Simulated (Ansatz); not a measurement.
Au under changes of volume

One of the cells (17.651 Å³/atom); the others are scaled copies at fixed shape and fractional positions:

```
Au
1.0
     1.41131   -2.55593    0.00000
     1.41131    2.55593    0.00000
     0.00000    0.00000    4.89317
Au
2
Direct
  0.33467 0.66533 0.25000
  0.66533 0.33467 0.75000
```

This isn't the form of Au at room conditions, which is fcc.

```yaml
Program: Ansatz 0.2.0
Functional: PBE0
Potentials_or_basis: Ansatz PAW
Cutoff: "420 eV (not typed: the program's choice for these potentials)"
k_mesh: 6 × 6 × 4
Occupations: fermi-dirac, width 0.05 eV
Spin: no spin polarisation
```

```csv
volume (Å³/atom),energy over the lowest point (meV/atom),pressure (GPa),largest force (eV/Å)
16.592,34.66,10.8,0.091
16.945,15.54,6.6,0.083
17.298,4.15,3.5,0.022
17.651,0.00,0.5,0.012
18.004,1.90,-2.3,0.008
18.357,9.62,-4.7,0.005
18.710,?,?,?
```

Q: What does the run at 18.710 Å³/atom give?

A: Energy over the lowest point 21.59 meV/atom; pressure -6.2 GPa; largest force 0.025 eV/Å.

Worked out: A Birch-Murnaghan fit of order 3 (a polynomial in V^(-2/3)) to the other rows has its minimum at 17.71 Å³/atom with B0 = V·E''(V) = 141 GPa and B' = 4.5 at fixed shape and positions, which overstates the stiffness. It gives 22.34 meV/atom at 18.710 Å³/atom, against the run's 21.59, and -dE/dV = -6.8 GPa, against -6.2.

Energies are extrapolated to zero smearing.

Caveats: all runs use coarse meshes; the PAW data sets come from PBE, with cores solved anew for the run's functional, which leaves a small shift of forces and pressure; the thresholds are loose for stress.
